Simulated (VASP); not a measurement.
# CaO3 (P6/mmm) in VASP: relaxation of cell and atoms with PBE

Aim: the relaxation of cell and atoms of CaO3 with PBE.

Everything below comes from runs of VASP 6.6.1. Logs are shortened: lines on timing, memory, paths and dates and some standing lists are left out, and cuts for length are marked.

### 1 The cell of the first run

Symmetry: P6/mmm, No. 191, hexagonal system. The conventional cell has a = 3.974 Å, b = 3.974 Å, c = 3.586 Å, α = 90.00°, β = 90.00°, γ = 120.00°. Around Ca (site symmetry 6/mmm) lie 6 O at 1.99 Å. Around O (site symmetry mmm) lie 4 O at 1.99 Å and 2 Ca at 1.99 Å.

The cell was built by a generator and needn't be a form met in nature.

### 2 Relaxation of cell and atoms, PBE (random cell by space group and Wyckoff sites (P6/mmm, No. 191))

File INCAR:

```
PREC = Accurate ; ENCUT = 600
EDIFF = 1E-6 ; ISMEAR = 0
SIGMA = 0.1 ; LREAL = False
LASPH = True ; NELM = 100
ALGO = Normal ; ISIF = 3
LWAVE = False ; LCHARG = False
GGA = PE ; IBRION = 2
NSW = 90 ; EDIFFG = -0.04
```

File KPOINTS:

```
regular mesh
0
Gamma
  6 6 6
```

File POSCAR:

```
CaO3
1.0
    3.9741453900      0.0000000000      0.0000000000
   -1.9870726900      3.4417108600      0.0000000000
    0.0000000000      0.0000000000      3.5855381400
Ca O
1 3
Direct
    0.0000000000      0.0000000000      0.0000000000
    0.5000000000      0.0000000000      0.0000000000
    0.0000000000      0.5000000000      0.0000000000
    0.5000000000      0.5000000000      0.0000000000
```

Potentials or basis: VASP PAW PBE potentials, release 64 (Ca_sv, O).

Started as:

```sh
$ cat potpaw_PBE.64/Ca_sv/POTCAR potpaw_PBE.64/O/POTCAR > POTCAR
$ mpirun -np 1 vasp_std > vasp.out
```

OUTCAR:

```text
PREC = Accurate
   ENCUT = 600
   EDIFF = 1E-6
   ISMEAR = 0
   LREAL = False
   LASPH = True
   NELM = 100
   ISIF = 3
   GGA = PE
   IBRION = 2
   NSW = 90
   EDIFFG = -0.04

 ion  position               nearest neighbor table
   1  0.000  0.000  0.000-   3 1.99   3 1.99   4 1.99   4 1.99   2 1.99   2 1.99
   2  0.500  0.000  0.000-   1 1.99   1 1.99
   3  0.000  0.500  0.000-   1 1.99   1 1.99
   4  0.500  0.500  0.000-   1 1.99   1 1.99

  LATTYP: Found a hexagonal cell.
 ALAT       =     3.9741453900
 C/A-ratio  =     0.9022161467

  Lattice vectors:

 A1 = (   3.9741453900,   0.0000000000,   0.0000000000)
 A2 = (  -1.9870726900,   3.4417108600,   0.0000000000)
 A3 = (   0.0000000000,   0.0000000000,   3.5855381400)

Analysis of symmetry for initial positions (statically):
=====================================================================
 Subroutine PRICEL returns:
 Original cell was already a primitive cell.

 Routine SETGRP: Setting up the symmetry group for a
 hexagonal supercell.

 Subroutine GETGRP returns: Found 24 space group operations
 (whereof 24 operations were pure point group operations)
 out of a pool of 24 trial point group operations.

The static configuration has the point symmetry D_6h.

Analysis of symmetry for dynamics (positions and initial velocities):
=====================================================================
 Subroutine PRICEL returns:
 Original cell was already a primitive cell.

 Routine SETGRP: Setting up the symmetry group for a
 hexagonal supercell.

 Subroutine GETGRP returns: Found 24 space group operations
 (whereof 24 operations were pure point group operations)
 out of a pool of 24 trial point group operations.

The dynamic configuration has the point symmetry D_6h.

 Subroutine INISYM returns: Found 24 space group operations
 (whereof 24 operations are pure point group operations),
 and found     1 'primitive' translations

----------------------------------------------------------------------------------------

                                     Primitive cell

  volume of cell :      49.0425

  direct lattice vectors                    reciprocal lattice vectors
     3.974145390  0.000000000  0.000000000     0.251626426  0.145276585  0.000000000
    -1.987072690  3.441710860  0.000000000     0.000000000  0.290553170  0.000000000
     0.000000000  0.000000000  3.585538140     0.000000000  0.000000000  0.278898163

  length of vectors
     3.974145390  3.974145382  3.585538140     0.290553169  0.290553170  0.278898163

  position of ions in fractional coordinates (direct lattice)
     0.000000000  0.000000000  0.000000000
     0.500000000  0.000000000  0.000000000
     0.000000000  0.500000000  0.000000000
     0.500000000  0.500000000  0.000000000

  ion indices of the primitive-cell ions
   primitive index   ion index
                 1           1
                 2           2
                 3           3
                 4           4

----------------------------------------------------------------------------------------

 KPOINTS: regular mesh

Automatic generation of k-mesh.
 Grid dimensions read from file:
 generate k-points for:    6    6    6

 Generating k-lattice:

  Cartesian coordinates                     Fractional coordinates (reciprocal lattice)
     0.041937738  0.024212764  0.000000000     0.166666667  0.000000000  0.000000000
     0.000000000  0.048425528  0.000000000     0.000000000  0.166666667  0.000000000
     0.000000000  0.000000000  0.046483027     0.000000000  0.000000000  0.166666667

  Length of vectors
     0.048425528  0.048425528  0.046483027

  Shift w.r.t. Gamma in fractional coordinates (k-lattice)
     0.000000000  0.000000000  0.000000000

 Subroutine IBZKPT returns following result:
 ===========================================

 Found     28 irreducible k-points:

 Following reciprocal coordinates:
            Coordinates               Weight
  0.000000  0.000000  0.000000      1.000000
  0.166667  0.000000  0.000000      6.000000
  0.333333 -0.000000  0.000000      6.000000
  0.500000 -0.000000  0.000000      3.000000
  0.166667  0.166667  0.000000      6.000000
  0.333333  0.166667  0.000000     12.000000
[... 16 lines left out ...]
  0.166667  0.000000  0.500000      6.000000
  0.333333 -0.000000  0.500000      6.000000
 [... further k-points ...]
   k-points           NKPTS =     28   k-points in BZ     NKDIM =     28   number of bands    NBANDS=     18
   number of dos      NEDOS =    301   number of ions     NIONS =      4
   total plane-waves  NPLWV =  30720
   dimension x,y,z NGX =    32 NGY =   32 NGZ =   30
   dimension x,y,z NGXF=    64 NGYF=   64 NGZF=   60
   ions per type =               1   3
   NGX,Y,Z   is equivalent  to a cutoff of  13.39, 13.39, 13.91 a.u.
   NGXF,Y,Z  is equivalent  to a cutoff of  26.77, 26.77, 27.82 a.u.
 SYSTEM =  unknown system
   PREC   = accura    normal or accurate (medium, high low for compatibility)
   ISTART =      0    job   : 0-new  1-cont  2-samecut
   ICHARG =      2    charge: 1-file 2-atom 10-const
   ISPIN  =      1    spin polarized calculation?
   LNONCOLLINEAR =      F non collinear calculations
   LSORBIT =      F    spin-orbit coupling
   LASPH  =      T    aspherical Exc in radial PAW
   ENCUT  =  600.0 eV  44.10 Ry    6.64 a.u.   7.94  7.94  7.16*2*pi/ulx,y,z
   NELM   =    100;   NELMIN=  2; NELMDL= -5     # of ELM steps
   EDIFF  = 0.1E-05   stopping-criterion for ELM
   LREAL  =      F    real-space projection
   EDIFFG = -.4E-01   stopping-criterion for IOM
   NSW    =     90    number of steps for IOM
   IBRION =      2    ionic relax: 0-MD 1-quasi-New 2-CG
   NFREE  =      1    steps in history (QN), initial steepest desc. (CG)
   ISIF   =      3    stress and relaxation
   ISYM   =      2    0-nonsym 1-usesym 2-fastsym
   POTIM  = 0.5000    time-step for ionic-motion
   TEBEG  =    0.0;   TEEND  =   0.0 temperature during run
   PSTRESS=    0.0 pullay stress
   NELECT =      28.0000    total number of electrons
   NUPDOWN=      -1.0000    fix difference up-down
   EMIN   =  10.00;   EMAX   =-10.00  energy-range for DOS
   EFERMI =   0.00;   METHOD = LEGACY
   ISMEAR =     0;   SIGMA  =   0.10  broadening in eV -4-tet -1-fermi 0-gaus
   EFERMI_NEDOS =   21; number of points for ismear=-14 and -15
   IALGO  =     38    algorithm
   IMIX   =      4    mixing-type and parameters
     AMIX     =   0.40;   BMIX     =  1.00
     AMIX_MAG =   1.60;   BMIX_MAG =  1.00
  volume/ion in A,a.u.               =      12.26        82.74
  Fermi-wavevector in a.u.,A,eV,Ry     =   1.358115  2.566466 25.095640  1.844478
  Thomas-Fermi vector in A             =   2.484976
   LORBIT       =      0    0 simple, 1 ext, 2 COOP (PROOUT), +10 PAW based schemes
   GGA     = PE    functional components
   LHFCALC =     F    Hartree Fock is set to
   AEXX    =    0.0000 exact exchange contribution
   IVDW    =     0    specifies the selected vdW correction
   LEPSILON=     F    determine dielectric tensor
   LRPA    =     F    only Hartree local field effects (RPA)
 conjugate gradient relaxation of ions
 non-spin polarized calculation
 Gauss-broadening in eV      SIGMA  =   0.10
  energy-cutoff  :      600.00
  volume of cell :       49.04
 maximum number of plane-waves:      1648
 NGX is ok and might be reduce to    32
   NGX = 15   NGY = 15   NGZ = 15

--------------------------------------- Ionic step        1  -------------------------------------------

 number of electron      28.0000007 magnetization

 Free energy of the ion-electron system (eV)
  ---------------------------------------------------
  ext. energy  EPLUGINS =         0.00000000
  ---------------------------------------------------
  free energy    TOTEN  =       -15.59265743 eV

  energy without entropy =      -15.57874450  energy(sigma->0) =      -15.58570097

 E-fermi :   0.9728     XC(G=0):  -9.6592

 val. band max:        0.8929439823   @ k =   0.3333   0.3333   0.0000
 cond. band min:       1.0253552498   @ k =   0.3333   0.1667   0.0000
 fundamental gap:      0.1324112676
 Fermi energy:         0.9728499361

 k-point     1 :       0.0000    0.0000    0.0000
  band No.  band energies     occupation
      1     -35.3007      2.00000
      2     -18.5644      2.00000
      3     -17.1905      2.00000
      4     -17.1905      2.00000
      5     -16.4051      2.00000
      6     -14.5512      2.00000
[... 10 lines left out ...]
     17       4.5333      0.00000
     18       9.5532      0.00000
[... 466 lines left out ...]
      2     -19.8769      2.00000
      3     -17.8815      2.00000
      4     -16.5655      2.00000
      5     -16.3670      2.00000
      6     -13.6175      2.00000
[... 10 lines left out ...]
     17       9.0252      0.00000
     18       9.5823      0.00000

 [... further k-points ...]

------------------------ aborting loop because EDIFF is reached ----------------------------------------

  FORCE on cell =-STRESS in cart. coord.  units (eV):
  Direction    XX          YY          ZZ          XY          YZ          ZX
  --------------------------------------------------------------------------------------
  -------------------------------------------------------------------------------------
  Total       21.7337118     21.7337118      1.1371480      0.0000000      0.0000000      0.0000000
  in kB      710.0223296    710.0223271     37.1496827      0.0000010      0.0000000      0.0000000
  external PRESSURE =     485.7314464 kB  Pullay stress =       0.0000000 kB
[... 289 lines left out ...]
  energy  without entropy=      -17.9220406378  energy(sigma->0) =      -17.94381212

--------------------------------------- Ionic step        9  -------------------------------------------

 number of electron      28.0000002 magnetization

 Free energy of the ion-electron system (eV)
  ---------------------------------------------------
  ext. energy  EPLUGINS =         0.00000000
  ---------------------------------------------------
  free energy    TOTEN  =       -17.96803596 eV

  energy without entropy =      -17.92289795  energy(sigma->0) =      -17.94546696

 E-fermi :  -1.5048     XC(G=0):  -7.8806

 val. band max:       -1.5096853383   @ k =   0.1667   0.1667   0.0000
 cond. band min:      -1.4882069792   @ k =   0.1667   0.0000   0.0000
 fundamental gap:      0.0214783591
 Fermi energy:        -1.5047667161

 k-point     1 :       0.0000    0.0000    0.0000
  band No.  band energies     occupation
      1     -38.7183      2.00000
      2     -19.9771      2.00000
      3     -19.8758      2.00000
      4     -19.8758      2.00000
      5     -19.0698      2.00000
      6     -16.6479      2.00000
[... 10 lines left out ...]
     17       2.4283      0.00000
     18       6.1320      0.00000
[... 466 lines left out ...]
      2     -20.6832      2.00000
      3     -20.0668      2.00000
      4     -20.0050      2.00000
      5     -17.9230      2.00000
      6     -16.8533      2.00000
[... 10 lines left out ...]
     17       5.8419      0.00000
     18       5.8519      0.00000

 [... further k-points ...]

------------------------ aborting loop because EDIFF is reached ----------------------------------------

  FORCE on cell =-STRESS in cart. coord.  units (eV):
  Direction    XX          YY          ZZ          XY          YZ          ZX
  --------------------------------------------------------------------------------------
  -------------------------------------------------------------------------------------
  Total       -0.0028920     -0.0028920     -0.1100978     -0.0000000      0.0000000      0.0000000
  in kB       -0.0637999     -0.0637999     -2.4288462     -0.0000000      0.0000000      0.0000000
  external PRESSURE =      -0.8521486 kB  Pullay stress =       0.0000000 kB
[... 19 lines left out ...]
  FREE ENERGIE OF THE ION-ELECTRON SYSTEM (eV)
  ---------------------------------------------------
  free  energy   TOTEN  =       -17.9680359628 eV

  energy  without entropy=      -17.9228979539  energy(sigma->0) =      -17.94546696

 reached required accuracy - stopping structural energy minimisation
```

Wall time 3.4 min (1 thread of Intel Xeon Platinum 8375C at 2.90GHz (Ice Lake), shared host); peak memory 0.19 GiB.

What came out:

```yaml
Free_energy: -17.9680 eV
Relaxed_volume: 18.16 Å³/atom
Relaxed_cell: a = 4.470 Å, b = 4.470 Å, c = 4.197 Å, α = 90.00°, β = 90.00°, γ = 120.00°
Space_group_after_relaxing_to_0.05_Å: P6/mmm (No. 191)
Energy_gained_by_relaxing: 593.8 meV/atom
Ionic_steps: 9
Pressure_after_relaxing: -0.1 GPa
Band_gap_on_the_k_mesh: none (metal or under the smearing width)
```

The path:
| step | energy change (eV) | largest force (eV/Å) | pressure (GPa) | volume (Å³) |
| --- | --- | --- | --- | --- |
| 1 | 0.0000 | 0.0000 | 48.57 | 49.04 |
| 2 | -0.8438 | 0.0000 | -14.73 | 79.19 |
| 3 | -2.2721 | 0.0000 | 0.12 | 63.04 |
| 4 | -2.2739 | 0.0000 | 0.70 | 62.69 |
| 5 | -2.2740 | 0.0000 | 1.20 | 62.40 |
| 6 | -2.2895 | 0.0000 | 1.11 | 63.23 |
| 7 | -2.3287 | 0.0000 | 0.89 | 65.72 |
| 8 | -2.3729 | 0.0000 | 0.25 | 70.70 |
| 9 | -2.3754 | 0.0000 | -0.09 | 72.63 |

Final structure:
```
CELL_PARAMETERS angstrom
4.47027 0.00000 0.00000
-2.23514 3.87137 0.00000
0.00000 0.00000 4.19653
ATOMIC_POSITIONS crystal
Ca 0.00000 0.00000 0.00000
O 0.50000 0.00000 0.00000
O 0.00000 0.50000 0.00000
O 0.50000 0.50000 0.00000
```

Caveat: the volume moved by over 15 % at a fixed basis, so the end points are rough.
